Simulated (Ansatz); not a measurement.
Al in Ansatz: the effect of functional

The system is Al.

```
Al
1.0
     2.82708    0.00000    0.00000
    -1.41354    2.44832    0.00000
     0.00000    0.00000    9.18599
Al
4
Direct
  0.66667 0.33333 0.75000
  0.00000 0.00000 0.50000
  0.33333 0.66667 0.25000
  0.00000 0.00000 0.00000
```

This isn't the form of Al at room conditions, which is fcc.

Alike in all runs:

```yaml
Program: Ansatz 0.2.0
Task: band structure
Potentials_or_basis: Ansatz PAW
k_mesh: 6 × 6 × 2
Occupations: fermi-dirac, width 0.05 eV
Spin: no spin polarisation
```

One run gave: pressure -0.2 GPa. Which functional did it use?
A. PBEsol
B. r2SCAN
C. LDA

C.

| functional | cutoff | pressure (GPa) |
| --- | --- | --- |
| LDA | 420 eV (not typed: the program's choice for these potentials) | -0.2 |
| PBEsol | 420 eV (not typed: the program's choice for these potentials) | 1.9 |
| r2SCAN | 500 eV (not typed: the program's choice for these potentials) | 0.7 |

Caveats: all runs use coarse meshes; the PAW data sets come from PBE, with cores solved anew for the run's functional, which leaves a small shift of forces and pressure.
